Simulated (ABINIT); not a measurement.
Crystal: BN.

```
CELL_PARAMETERS angstrom
2.49824 0.00000 0.00000
-1.24912 2.16354 0.00000
0.00000 0.00000 6.63570
ATOMIC_POSITIONS crystal
N 0.66667 0.33333 0.25000
N 0.33333 0.66667 0.75000
B 0.66667 0.33333 0.75000
B 0.33333 0.66667 0.25000
```

Program: ABINIT 10.8.3 (patched build). Alike in all runs: task band structure; no spin polarisation; cell as given; k mesh 12 × 12 × 4; smearing fermi-dirac 0.05 eV.

Order these runs on this cell by their pressure, lowest first.
A. level PBE; potentials or basis SG15 NC PBE v1.2; cutoff (eV) 1143
B. level LDA; potentials or basis PseudoDojo NC SR LDA v0.4 stringent; cutoff (eV) 1143
C. level BP86; potentials or basis JTH PAW PBE v2.0; cutoff (eV) 707; fine-grid cutoff 1306.15 eV
D. level WC; potentials or basis JTH PAW PBE v2.0; cutoff (eV) 707; fine-grid cutoff 1306.15 eV
E. level revPBE; potentials or basis JTH PAW PBE v2.0; cutoff (eV) 707; fine-grid cutoff 1306.15 eV

B (-2.9 GPa), D (1.9 GPa), A (3.6 GPa), C (5.8 GPa), E (8.4 GPa).

Caveats: the PAW data sets were made with another functional, which shifts forces and pressure a little (some runs); this functional lacks dispersion, which binds the layers, so the pressure and a relaxed spacing across them are unreliable (some runs).

Not every run made on this cell is shown here.
